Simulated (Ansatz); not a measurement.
# Work and stress of cleavage in Te$_{2}$Mo

All numbers below come from DFT r2SCAN, scalar-relativistic, plane waves, PAW (Ansatz 0.2.0). Cutoff 500 eV, Γ-centred 2×8×3 k-points, Gaussian smearing of 0.05 eV. No spin polarisation. Energies are free energies at this smearing, counted from the undisturbed cell; pressure is positive in compression.

The starting cell (as given, not relaxed at this level; it stands at 0.0 GPa; this form isn't the usual structure):

```
Te Mo
1.0
    -1.78012   -3.08325   17.52406
     1.78012   -3.08325    0.00000
     7.12047    6.16650    0.00000
Te Mo
6 3
Cartesian
  0.0765 -2.5031 15.7341
  3.6368 -2.5031 15.7341
  5.4169 0.5802 15.7341
  7.1970 3.6634 1.7900
  1.8567 0.5802 1.7900
  5.4169 0.5802 1.7900
  5.4169 4.6912 0.0000
  1.8567 -1.4753 0.0000
  3.6368 1.6079 0.0000
```

The cell holds layers and no dispersion correction was added, so their binding is poorly described.

The cut lies on the cell's a–b face, a (1 0 1) plane (indices in the standard cell, whose axes needn't be the Cartesian ones shown) of area 63.35 Å², between layers 1.71 Å apart. Vector c is lengthened by d along the normal with the atoms' Cartesian places fixed: one unrelaxed cut a cell. The traction is positive where the two halves pull on each other.

| d (Å) | energy (J/m²) | traction (GPa) |
| --- | --- | --- |
| -0.30 | 0.16 | -11.84 |
| 0.00 | 0.00 | -0.01 |
| 0.25 | 0.06 | 4.57 |
| 0.50 | 0.21 | 6.33 |
| 1.00 | 0.52 | 5.82 |
| 2.00 | 0.91 | 2.13 |
| 3.00 | 1.02 | 0.49 |
| 6.00 | 1.06 | 0.03 |

**Question.** What are the work of separation and the cleavage stress, and do they fit the universal binding curve?

**Answer.** The energy levels off near W ≈ 1.06 J/m² (the traction is down to 0.03 GPa), the energy of the two unrelaxed faces, 0.53 J/m² each on average. The largest sampled traction is 6.33 GPa at d = 0.50 Å, and a parabola through it and its two neighbours peaks at σ_max ≈ 6.77 GPa, d ≈ 0.70 Å. The curve E = W[1 − (1 + d/ℓ)exp(−d/ℓ)] peaks in traction at d = ℓ with σ_max = W/(eℓ); with 1 J/m² per Å = 10 GPa this W and σ_max give ℓ = 0.58 Å. A parabola through that curve at the same three d peaks at 0.65 Å, against 0.70 Å here, a fair fit. The cut parts unlike faces (Te and Mo); in an ionic crystal that makes them polar, and the energy then depends on the thickness of the slab. Real crystals break at far lower stress, because cracks concentrate it, and on the plane of lowest W, which needn't be this one.

The cut is rigid; relaxing the faces lowers these energies and usually the stresses.

Cost: 8 runs of about 38 core-minutes in all, on Intel Xeon Platinum 8375C (Ice Lake) (shared hosts).